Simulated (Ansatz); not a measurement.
A run of Ansatz 0.2.0 is set up as follows.

File input.yaml:

```yaml
crystal:
  lattice:
    - [4.8126997814, 0.0, 0.0]
    - [0.0, 4.87188446, 0.0]
    - [-0.8628854487, 0.0, 4.9665942755]
  atoms:
    - { symbol: Ti, position: [0.27743526, 0.05280836, 0.21314827] }
    - { symbol: Ti, position: [0.72256474, 0.55280836, 0.28685173] }
    - { symbol: Ti, position: [0.72256474, 0.94719164, 0.78685173] }
    - { symbol: Ti, position: [0.27743526, 0.44719164, 0.71314827] }
    - { symbol: O, position: [0.06383822, 0.17696552, 0.85155674] }
    - { symbol: O, position: [0.93616178, 0.67696552, 0.64844326] }
    - { symbol: O, position: [0.93616178, 0.82303448, 0.14844326] }
    - { symbol: O, position: [0.06383822, 0.32303448, 0.35155674] }
    - { symbol: O, position: [0.44536099, 0.75763174, 0.46677186] }
    - { symbol: O, position: [0.55463901, 0.25763174, 0.03322814] }
    - { symbol: O, position: [0.55463901, 0.24236826, 0.53322814] }
    - { symbol: O, position: [0.44536099, 0.74236826, 0.96677186] }
hamiltonian:
  xc: r2scan
  pseudopotentials: { kind: paw }
  hubbard: { sites: [{ species: Ti, l: d, u_eff: 3.0 }] }
kpoints:
  mp_grid: { grid: [6, 6, 6] }
scf:
  occupations: { method: fermi_dirac, width: 0.05 }
output:
  forces: true
  stress: true
  eigenvalues: true
relax:
  f_tol: 0.01
  max_steps: 40
  cell: { stress_tol: 0.05 }
```

Potentials or basis: Ansatz PAW.

Run with:

```bash
$ ansatz run input.yaml --threads 4 --pin off --max-ram 11264MiB --backend cpu --events-out ev --progress --plain --runs-dir out
```

**Question.** Estimate the relaxed cell.

**Answer.** a = 4.830 Å, b = 4.883 Å, c = 5.044 Å, α = 90.00°, β = 99.78°, γ = 90.00°.

**Question.** What does it give for the band gap on the k mesh?

**Answer.** 2.99 eV, indirect (least direct gap 3.07 eV).

**Question.** Predict the relaxed volume.

**Answer.** 9.77 Å³/atom.

**Question.** Estimate the space group after relaxing (to 0.05 Å).

**Answer.** P2_1/c (No. 14).

Eigenvalues of the final occupation matrices:
| site | spin | trace | eigenvalues |
| --- | --- | --- | --- |
| site 1 | 1 | 1.03 | 0.13 0.16 0.21 0.27 0.27 |
| site 2 | 1 | 1.03 | 0.13 0.16 0.21 0.27 0.27 |
| site 3 | 1 | 1.03 | 0.13 0.16 0.21 0.27 0.27 |
| site 4 | 1 | 1.03 | 0.13 0.16 0.21 0.27 0.27 |

Caveat: the plane-wave basis is chosen anew once the cell has moved, so the energies of steps on either side of that aren't comparable; the PAW data sets come from PBE, with cores solved anew for the run's functional, which leaves a small shift of forces and pressure. A k mesh can miss the band edges.
